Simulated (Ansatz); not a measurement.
TiAl:

```
Ti Al
1.0
     2.86726    0.00000    0.00000
    -1.43363    2.48312    0.00000
     0.00000    0.00000    4.67808
Ti Al
1 1
Direct
  0.00000 0.00000 0.00000
  0.33333 0.66667 0.50000
```

The cell comes from a database or a generator and needn't be the stable form of this composition.

Program: Ansatz 0.2.0. Alike in all runs: potentials or basis Ansatz PAW; no spin polarisation; cell as given; k mesh 6 × 6 × 3; cutoff (eV) 420; smearing fermi-dirac 0.05 eV; the mesh is coarse, so values aren't converged. Hardware: 1 × NVIDIA H100 80GB HBM3 with 2 threads of AMD EPYC 7R13 Processor (Zen 3), on a shared host.

**Question.** Order these runs on this cell by their wall time, lowest first.
A. task band structure; level HSEsol; points for each segment of the path 4
B. task single point; level HF
C. task single point; level PBEsol0

**Answer.** C (11 s), A (28 s), B (100 s).

Caveats: all runs use coarse meshes.
